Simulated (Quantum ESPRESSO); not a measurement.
WC:

```
CELL_PARAMETERS angstrom
0.00000 2.19268 2.19268
2.19268 0.00000 2.19268
2.19268 2.19268 0.00000
ATOMIC_POSITIONS crystal
W 0.00000 0.00000 0.00000
C 0.50000 0.50000 0.50000
```

Measurements of this composition are mostly on another form, of space group No. 187.

| Item | Value |
| --- | --- |
| Program | Quantum ESPRESSO 7.5 |
| Task | phonon dispersion |
| Functional | LDA |
| Potentials or basis | GBRV 1.5 LDA |
| Cutoff | 762 eV |
| Density cutoff | 6095 eV |
| k mesh | 8 × 8 × 8 |
| Occupations | cold, width 0.2 eV |
| Spin | no spin polarisation |
| Form of the LDA correlation | PZ81 |
| Mixing beta | 0.5 |
| Most SCF iterations | 120 |
| SCF threshold | 4e-10 Ry |
| q mesh | 2 × 2 × 2 |

The cell and the atoms were relaxed first, to 10.14 Å³/atom (a = 3.061 Å, b = 3.061 Å, c = 3.061 Å, α = 60.00°, β = 60.00°, γ = 60.00°), and the response was taken there.

Question: Is this structure dynamically stable at this level, and how far does the spectrum reach?

Answer: No: the interpolated spectrum has imaginary modes, down to 175i cm⁻¹ near X. The highest frequency is 702 cm⁻¹.

Phonon frequencies at the corners of the path (cm⁻¹, interpolated; i marks imaginary ones):
| point | frequencies |
| --- | --- |
| Γ | 0 0 0 441 441 441 |
| X | 175i 46i 46i 536 543 543 |
| W | 117i 117i 100 583 588 588 |
| K | 141i 34i 65 571 584 599 |
| L | 22i 22i 119 628 628 702 |
| U | 141i 34i 65 571 584 599 |

Phonon states per cell in windows of 50 cm⁻¹ (negative: imaginary):
| from (cm⁻¹) | total | W | C |
| --- | --- | --- | --- |
| -200 | 0.04 | 0.04 | 0.00 |
| -150 | 0.29 | 0.28 | 0.01 |
| -100 | 0.61 | 0.59 | 0.01 |
| -50 | 0.64 | 0.63 | 0.01 |
| 0 | 0.51 | 0.50 | 0.01 |
| 50 | 0.74 | 0.73 | 0.01 |
| 100 | 0.17 | 0.17 | 0.00 |
| 150 | 0.00 | 0.00 | 0.00 |
| 200 | 0.00 | 0.00 | 0.00 |
| 250 | 0.00 | 0.00 | 0.00 |
| 300 | 0.00 | 0.00 | 0.00 |
| 350 | 0.00 | 0.00 | 0.00 |
| 400 | 0.00 | 0.00 | 0.00 |
| 450 | 0.07 | 0.00 | 0.07 |
| 500 | 0.29 | 0.01 | 0.29 |
| 550 | 1.59 | 0.04 | 1.56 |
| 600 | 0.89 | 0.01 | 0.87 |
| 650 | 0.15 | 0.00 | 0.15 |

A q mesh this small can miss soft modes between its points.

Caveat: the mesh is thin for the phonons of a metal; some modes are imaginary; the q mesh is small, so phonon branches between its points and thermal values are rough.
